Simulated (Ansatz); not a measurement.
# WSe2: the cost of one run

Computed with Ansatz 0.2.0 (DFT PBE, scalar-relativistic, plane waves, PAW, unless a step's input says otherwise).

1 further run of the same task is left out (it didn't finish).

## (1) Starting point

Symmetry: P-6m2, No. 187, hexagonal system. The conventional cell has a = 3.318 Å, b = 3.318 Å, c = 16.658 Å, α = 90.00°, β = 90.00°, γ = 120.00°. W (site symmetry -6m2) has 6 Se at 2.54 Å as nearest neighbours. Se (site symmetry 3m) is surrounded by 3 W at 2.54 Å.

As a file:

```
CELL_PARAMETERS angstrom
3.31794 0.00000 0.00000
-1.65897 2.87342 0.00000
0.00000 0.00000 16.65814
ATOMIC_POSITIONS crystal
W 0.00000 0.00000 0.00000
Se 0.33333 0.66667 0.09979
Se 0.33333 0.66667 0.90021
```

The start is a polymorph listed in a database, not an invented cell.

## (2) A first look at the guess

input.yaml reads:

```yaml
crystal:
  lattice:
    - [3.31793764, 0.0, 0.0]
    - [-1.65896882, 2.87341829, 0.0]
    - [0.0, 0.0, 16.65814209]
  atoms:
    - { symbol: W, position: [0.0, 0.0, 0.0] }
    - { symbol: Se, position: [0.33333333, 0.66666667, 0.09978652] }
    - { symbol: Se, position: [0.33333333, 0.66666667, 0.90021348] }
basis:
  ecutwfc: 420
kpoints:
  mp_grid: { grid: [6, 6, 1] }
hamiltonian:
  xc: pbe
scf:
  occupations: { method: gaussian, width: 0.1 }
  lower_state_search: "off"
output:
  forces: true
  stress: true
  eigenvalues: true
```

The run is started by

```
ansatz run input.yaml --threads 1 --pin off --max-ram 2560MiB --backend cpu --events-out ev --progress --plain --runs-dir out
```

Q: Estimate wall time and peak memory on 1 thread of AMD EPYC 7R43 (Zen 3), shared host.

About 1.9 s, with a peak of 0.41 GiB.
